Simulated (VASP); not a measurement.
# Ag: single point with PBE

The system is Ag.

```
Ag
1.0
     2.93682    0.00000    0.00000
    -1.46841    2.54336    0.00000
     0.00000    0.00000    9.56351
Ag
4
Direct
  0.33333 0.66667 0.25000
  0.66667 0.33333 0.75000
  0.00000 0.00000 0.00000
  0.00000 0.00000 0.50000
```

This isn't the form of Ag at room conditions, which is fcc.

```yaml
Program: VASP 6.6.1
Task: single point
Functional: PBE
Potentials_or_basis: VASP PAW PBE potentials, release 64 (Ag)
Cutoff: 520 eV
k_mesh: 18 × 18 × 4
Occupations: gaussian, width 0.1 eV
Spin: no spin polarisation
```

```yaml
Pressure: -0.1 GPa
Band_gap_on_the_k_mesh: none (metal or under the smearing width)
```

Levels at points of the mesh, in eV from the Fermi level:
```csv
k point,band 18,band 19,band 20,band 21,band 22,band 23,band 24,band 25,band 26,band 27
"(0.00, 0.00, 0.00)",-3.61,-3.61,-3.41,-3.41,-3.04,-3.04,-0.29,3.36,10.82,10.84
"(0.50, 0.00, 0.00)",-2.87,-2.87,-2.84,-0.14,0.77,0.93,1.47,4.03,4.11,7.16
"(0.00, 0.00, 0.50)",-3.77,-3.19,-3.19,-3.19,-3.19,-2.36,-2.36,6.23,6.23,15.12
"(0.50, 0.00, 0.50)",-2.98,-2.88,-2.88,0.24,0.24,1.32,1.32,4.51,4.51,6.11
```

Wall time 3.4 min on 1 thread of Intel(R) Xeon(R) Platinum 8259CL CPU @ 2.50GHz (Skylake/Cascade Lake), with other jobs on the host, peak memory 0.31 GiB.
